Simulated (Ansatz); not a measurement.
# CHF3: energies up the ladder, part 2 of 2

The task, for CHF3: energies up the ladder.

Ansatz 0.2.0, Gaussian bases. Earlier steps stand in the parts before.

## 8. Single point, wB97M-V/def2-TZVPP

input.yaml reads:

```yaml
crystal:
  periodic: [false, false, false]
  atoms:
    - { symbol: F, position_ang: [1.10359527, -0.58570462, -0.07567007] }
    - { symbol: C, position_ang: [0.00797626, 0.03020346, 0.36335361] }
    - { symbol: F, position_ang: [-1.05520033, -0.67356567, -0.01982522] }
    - { symbol: F, position_ang: [-0.05563359, 1.23406255, -0.2015702] }
    - { symbol: H, position_ang: [0.03241239, 0.12100428, 1.45081188] }
basis:
  gaussian: { orbitals: def2-TZVPP }
hamiltonian:
  xc: { name: wB97M-V }
```

On the command line:

```sh
> ansatz run input.yaml --threads 4 --pin off --max-ram 10240MiB --backend cpu --events-out ev --progress --plain --runs-dir out
```

What it wrote, shortened:

```text
Warning: RAYON_NUM_THREADS=4 ignored (pool sized by the plan → 4); use --threads N
[...]
Functional definition: wB97M-V
[...]
  gx(w, u) = 1 - cx + cx01*u + cx10*w
  gss(w, u) = css00 + css04*u^4 + css10*w + css20*w^2 + css43*w^4*u^3
  gos(w, u) = cos00 + cos10*w + (cos20 + cos21*u)*w^2 + (cos60 + cos61*u)*w^6
[...]
      + integral(e_c_pw_mod_opposite_spin*gos(b97_w_opposite, b97_u_opposite)) + vv10(b, c)
707 factors; their error is unknown
141 factors; integrals over basis functions are off by at most 5.0e-6 eV
[...]
mean field -9205.87667563 eV, -338.3097278620 hartree, gradient 3.1e-5 eV, S^2 0.000000; 0 other end points of the search recorded, 0 dependent functions left out
reference -9205.87670015 eV, -338.3097287632 hartree; 17, 17 occupied and 121, 121 virtual orbitals, 707 factors
Total energy: -9205.87670015 eV, -338.3097287632 hartree
```

Run time: 2.1 s. Hardware: 4 threads of Intel Xeon at 2.70GHz, shared host; peak memory 0.27 GiB.

## 9. Single point, B2PLYP/def2-TZVPP

input.yaml, as its differences from that of step 8:

```diff
@@ -11,2 +11,2 @@
 hamiltonian:
-  xc: { name: wB97M-V }
+  xc: { name: B2PLYP }
```

On the command line:

```sh
> ansatz run input.yaml --threads 4 --pin off --max-ram 10240MiB --backend cpu --events-out ev --progress --plain --runs-dir out
```

What it wrote, shortened:

```text
Warning: RAYON_NUM_THREADS=4 ignored (pool sized by the plan → 4); use --threads N
[...]
Functional definition: B2PLYP
[...]
908 factors; integrals over basis functions are off by at most 1.1e-3 eV
[...]
mean field -9195.12669876 eV, -337.9146734985 hartree, gradient 4.3e-6 eV, S^2 0.000000; 0 other end points of the search recorded, 0 dependent functions left out
4 core orbitals not correlated: weight in the atoms' cores, before any rotation towards them, 1.000 or more for the frozen orbitals, at most 0.000 for the correlated occupied ones
reference -9195.12679235 eV, -337.9146769381 hartree; 13, 13 occupied and 121, 121 virtual orbitals, 908 factors
second order -29.17862224 eV of doubles, -0.00000000 eV of singles
Total energy: -9203.00502036 eV, -338.2041964772 hartree
```

It took 2.2 s on 4 threads of Intel Xeon at 2.70GHz, shared host; peak memory 0.23 GiB.

## 10. Single point, LDA/def2-TZVPP

input.yaml, as its differences from that of step 9:

```diff
@@ -11,2 +11,2 @@
 hamiltonian:
-  xc: { name: B2PLYP }
+  xc: lda
```

On the command line:

```sh
> ansatz run input.yaml --threads 4 --pin off --max-ram 10240MiB --backend cpu --events-out ev --progress --plain --runs-dir out
```

What it wrote:

```text
Warning: RAYON_NUM_THREADS=4 ignored (pool sized by the plan → 4); use --threads N
[... 1 set-up line as earlier in the session ...]
Functional definition: SPW92
  exchange = slater_x
  correlation = pw_c
707 factors; their error is unknown
mean field evaluation 1: about -9145.4610 eV, gradient 3.5e1 eV
mean field evaluation 2: about -9143.6777 eV, gradient 5.3e1 eV
mean field evaluation 4: about -9147.0751 eV, gradient 2.1e0 eV
mean field evaluation 8: about -9147.0667 eV, gradient 4.2e-2 eV
mean field evaluation 16: about -9147.0667 eV, gradient 1.2e-5 eV
mean field -9147.06670601 eV, -336.1485013415 hartree, gradient 1.2e-5 eV, S^2 0.000000; 0 other end points of the search recorded, 0 dependent functions left out
reference -9147.06672483 eV, -336.1485020329 hartree; 17, 17 occupied and 121, 121 virtual orbitals, 707 factors
Total energy: -9147.06672483 eV, -336.1485020329 hartree
```

It took 0.77 s on 4 threads of Intel Xeon at 2.70GHz, shared host; peak memory 0.13 GiB.

## 11. Single point, PBE0-D4/def2-SVP

input.yaml, as its differences from that of step 10:

```diff
@@ -9,4 +9,5 @@
 basis:
-  gaussian: { orbitals: def2-TZVPP }
+  gaussian: { orbitals: def2-SVP }
 hamiltonian:
-  xc: lda
+  xc: pbe0
+  dispersion: d4
```

On the command line:

```sh
> ansatz run input.yaml --threads 4 --pin off --max-ram 10240MiB --backend cpu --events-out ev --progress --plain --runs-dir out
```

What it wrote:

```text
Warning: RAYON_NUM_THREADS=4 ignored (pool sized by the plan → 4); use --threads N
[... 2 set-up lines as earlier in the session ...]
  parameter a = 0.25
[... 2 set-up lines as earlier in the session ...]
  exchange = (1 - a)*pbe_x(kappa = kappa, mu = beta*pi^2/3) + a*exact_x
[... 1 set-up line as earlier in the session ...]
660 factors; their error is unknown
mean field evaluation 1: about -9186.5806 eV, gradient 3.2e1 eV
mean field evaluation 2: about -9185.6639 eV, gradient 4.1e1 eV
mean field evaluation 4: about -9188.0221 eV, gradient 4.7e-1 eV
mean field evaluation 8: about -9188.0327 eV, gradient 5.2e-3 eV
mean field -9188.03266784 eV, -337.6539726710 hartree, gradient 8.8e-5 eV, S^2 0.000000; 0 other end points of the search recorded, 0 dependent functions left out
reference -9188.03267853 eV, -337.6539730636 hartree; 17, 17 occupied and 44, 44 virtual orbitals, 660 factors
Total energy: -9188.07095397 eV, -337.6553796603 hartree
```

Wall time 0.54 s (4 threads of Intel Xeon at 2.70GHz, shared host); peak memory 0.12 GiB.

## 12. Single point, PBE-D4/def2-SVP

input.yaml, as its differences from that of step 11:

```diff
@@ -11,3 +11,3 @@
 hamiltonian:
-  xc: pbe0
+  xc: pbe
   dispersion: d4
```

On the command line:

```sh
> ansatz run input.yaml --threads 4 --pin off --max-ram 10240MiB --backend cpu --events-out ev --progress --plain --runs-dir out
```

What it wrote, shortened:

```text
Warning: RAYON_NUM_THREADS=4 ignored (pool sized by the plan → 4); use --threads N
[... 6 set-up lines as earlier in the session ...]
660 factors; their error is unknown
mean field evaluation 1: about -9186.5552 eV, gradient 3.2e1 eV
mean field evaluation 2: about -9184.9127 eV, gradient 4.7e1 eV
mean field evaluation 4: about -9188.0168 eV, gradient 1.1e0 eV
mean field evaluation 8: about -9187.9713 eV, gradient 1.7e-2 eV
mean field -9187.97130635 eV, -337.6517176778 hartree, gradient 9.0e-5 eV, S^2 0.000000; 0 other end points of the search recorded, 0 dependent functions left out
reference -9187.97132035 eV, -337.6517181923 hartree; 17, 17 occupied and 44, 44 virtual orbitals, 660 factors
Total energy: -9188.01858446 eV, -337.6534551162 hartree
```

It took 0.43 s on 4 threads of Intel Xeon at 2.70GHz, shared host; peak memory 0.1 GiB.

## 13. Single point, CCSD(T)/def2-TZVPP

input.yaml, as its differences from that of step 12:

```diff
@@ -9,5 +9,4 @@
 basis:
-  gaussian: { orbitals: def2-SVP }
-hamiltonian:
-  xc: pbe
-  dispersion: d4
+  gaussian: { orbitals: def2-TZVPP }
+correlation:
+  method: ccsd_t
```

On the command line:

```sh
> ansatz run input.yaml --threads 4 --pin off --max-ram 10240MiB --backend cpu --events-out ev --progress --plain --runs-dir out
```

What it wrote, shortened:

```text
Warning: RAYON_NUM_THREADS=4 ignored (pool sized by the plan → 4); use --threads N
[...]
Functional definition: HF
[...]
908 factors; integrals over basis functions are off by at most 1.1e-3 eV
[...]
mean field -9168.22011244 eV, -336.9258746893 hartree, gradient 1.6e-6 eV, S^2 0.000000; 0 other end points of the search recorded, 0 dependent functions left out
4 core orbitals not correlated: weight in the atoms' cores, before any rotation towards them, 1.000 or more for the frozen orbitals, at most 0.000 for the correlated occupied ones
reference -9168.22011244 eV, -336.9258746893 hartree; 13, 13 occupied and 121, 121 virtual orbitals, 908 factors
second order -24.67047906 eV of doubles, -0.00000000 eV of singles
cycle   1  -24.29310067 eV  change    3.8e-1 eV  update   9.3e-2
[...]
cycle   9  -24.85237855 eV  change   -3.0e-6 eV  update   6.0e-6
perturbative correction -0.75085660 eV, -0.0275934712 hartree
Total energy: -9193.82334759 eV, -337.8667762265 hartree
```

It took 8.1 s on 4 threads of Intel Xeon at 2.70GHz, shared host; peak memory 0.68 GiB.

## 14. Single point, CCSD(T)/def2-QZVPP

input.yaml, as its differences from that of step 13:

```diff
@@ -9,3 +9,3 @@
 basis:
-  gaussian: { orbitals: def2-TZVPP }
+  gaussian: { orbitals: def2-QZVPP.json }
 correlation:
```

On the command line:

```sh
> ansatz run input.yaml --threads 4 --pin off --max-ram 10240MiB --backend cpu --events-out ev --progress --plain --runs-dir out
```

What it wrote, shortened:

```text
Warning: RAYON_NUM_THREADS=4 ignored (pool sized by the plan → 4); use --threads N
[...]
[... 1 set-up line as earlier in the session ...]
[...]
1637 factors; integrals over basis functions are off by at most 9.4e-4 eV
[...]
mean field -9168.61979871 eV, -336.9405628887 hartree, gradient 2.2e-6 eV, S^2 0.000000; 0 other end points of the search recorded, 0 dependent functions left out
4 core orbitals not correlated: weight in the atoms' cores, before any rotation towards them, 1.000 or more for the frozen orbitals, at most 0.000 for the correlated occupied ones
reference -9168.61979871 eV, -336.9405628887 hartree; 13, 13 occupied and 241, 241 virtual orbitals, 1637 factors
second order -26.94455276 eV of doubles, -0.00000000 eV of singles
cycle   1  -26.33774484 eV  change    6.1e-1 eV  update   9.3e-2
[...]
cycle   9  -26.92079955 eV  change   -8.1e-6 eV  update   6.9e-6
perturbative correction -0.89346336 eV, -0.0328341727 hartree
Total energy: -9196.43406161 eV, -337.9627181973 hartree
```

It took 49 s on 4 threads of Intel Xeon at 2.70GHz, shared host; peak memory 4.1 GiB.

## 15. Extrapolation to the basis-set limit

CCSD(T)/CBS estimate, frozen core: CCSD(T) correlation extrapolated, from def2-TZVPP and def2-QZVPP: mean field -9168.6749 eV, total -9198.1269 eV. The exponents are 7.88 (mean field) and 2.97 (correlation).

## 16. Geometries side by side

| level | F1–C2 (Å) | C2–F3 (Å) | C2–F4 (Å) | rotational constants (MHz) | dipole (D) | highest frequency (cm⁻¹) | CPU time |
| --- | --- | --- | --- | --- | --- | --- | --- |
| PBE0-D4/def2-TZVPP | 1.3313 | 1.3313 | 1.3313 | 10384, 10384, 5694.7 | 1.56 | 3132 | 21 s |

Constants are for the commonest isotopes at the equilibrium geometry; times are CPU times of the relaxations.

## 17. Total energies

```
               level  energy (eV)  CPU time
   PBE-D4/def2-TZVPP   -9199.2929     2.2 s
r2SCAN-D4/def2-TZVPP   -9204.2875     3.5 s
 B3LYP-D4/def2-TZVPP   -9208.2451     3.1 s
  wB97M-V/def2-TZVPP   -9205.8767     6.9 s
   B2PLYP/def2-TZVPP   -9203.0050     6.6 s
      LDA/def2-TZVPP   -9147.0667     1.9 s
    PBE0-D4/def2-SVP   -9188.0710     1.3 s
     PBE-D4/def2-SVP   -9188.0186     1.1 s
  CCSD(T)/def2-TZVPP   -9193.8233      28 s
  CCSD(T)/def2-QZVPP   -9196.4341   3.1 min
         CCSD(T)/CBS   -9198.1269         -
```

## 18. Summary of results

What follows sums up all 2 parts.

| quantity | value |
| --- | --- |
| F1–C2 at PBE0-D4/def2-TZVPP | 1.331 Å |
| C2–F3 at PBE0-D4/def2-TZVPP | 1.331 Å |
| C2–F4 at PBE0-D4/def2-TZVPP | 1.331 Å |
| frequencies at PBE0-D4/def2-TZVPP | 510 to 3132 cm⁻¹ |
| energy at CCSD(T)/CBS | -9198.127 eV |

What this shows: The geometry at PBE0-D4/def2-TZVPP gives a rotational constant A of 10384 MHz for the commonest isotopes; measured is 10348.7 MHz (a printed reference work, textbook), a miss of +0.3 %. Ground-state constants hold zero-point motion. Against the measured dipole moment of CHF3, 1.645 D (NIST CCCBDB Release 22 (SRD 101), experimental dipoles), the calculated 1.56 D is off by -5.4 %. That is PBE0-D4/def2-TZVPP. No mode is imaginary, so the geometry is a minimum. These totals serve in differences with atoms or fragments at the same level; alone they don't rank the methods.
